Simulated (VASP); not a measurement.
Runs of VASP 6.6.1 on In. The structure is tetragonal, space group I4/mmm (No. 139). Conventional cell: a = 3.332 Å, b = 3.332 Å, c = 4.967 Å, α = 90.00°, β = 90.00°, γ = 90.00°. In (site symmetry 4/mmm) is surrounded by 12 In at 3.33 to 3.42 Å. 

```tsv
task	level	potentials or basis	cell	k mesh	cutoff (eV)	grid for exact exchange (PRECFOCK)	exchange at q = 0	screening parameter	gap on the mesh (eV)	pressure (GPa)
single point	PBE0	VASP PAW PBE potentials, release 64 (In_d)	I4/mmm, 27.57 Å³/atom	10 × 10 × 10	450	Fast	truncated	-	none	-1.6
single point	HSE06	VASP PAW PBE potentials, release 64 (In_d)	I4/mmm, 27.57 Å³/atom	10 × 10 × 10	450	Fast	-	0.2 1/A	none	-1.4
single point	PBEsol	VASP PAW PBE potentials, release 64 (In_d)	I4/mmm, 27.57 Å³/atom	19 × 19 × 19	300	-	-	-	none	(a)
single point	PBE	VASP PAW PBE potentials, release 64 (In_d)	I4/mmm, 27.57 Å³/atom	19 × 19 × 19	300	-	-	-	none	-0.5
single point	LDA	VASP PAW LDA potentials, release 64 (In_d)	I4/mmm, 27.57 Å³/atom	19 × 19 × 19	450	-	-	-	none	(b)
single point	r2SCAN	VASP PAW PBE potentials, release 64 (In_d)	I4/mmm, 27.57 Å³/atom	19 × 19 × 19	450	-	-	-	none	-1.7
single point	PBE	VASP PAW PBE potentials, release 64 (In_d)	I4/mmm, 27.57 Å³/atom	19 × 19 × 19	450	-	-	-	none	0.0
relaxation of cell and atoms	PBE	VASP PAW PBE potentials, release 64 (In_d)	relaxed	19 × 19 × 19	600	-	-	-	none	0.0
single point	PBE	VASP PAW PBE potentials, release 64 (In_d)	I4/mmm, 27.57 Å³/atom	19 × 19 × 19	600	-	-	-	none	-0.1
single point	PBEsol	VASP PAW PBE potentials, release 64 (In_d)	I4/mmm, 27.57 Å³/atom	19 × 19 × 19	600	-	-	-	none	-2.7
single point	PBEsol	VASP PAW PBE potentials, release 64 (In_d)	I4/mmm, 27.57 Å³/atom	19 × 19 × 19	450	-	-	-	none	-2.7
```

Alike in all rows: no spin polarisation; smearing methfessel-paxton 0.1 eV.

Fill in the values left out.

(a) -3.2; (b) -4.1.

Caveats: the PAW data sets were made with another functional, which shifts forces and pressure a little (some runs).

A k mesh can miss the band edges, and the runs leave out spin-orbit coupling on In.

A gap of «none» marks a metal or a gap under the smearing width.
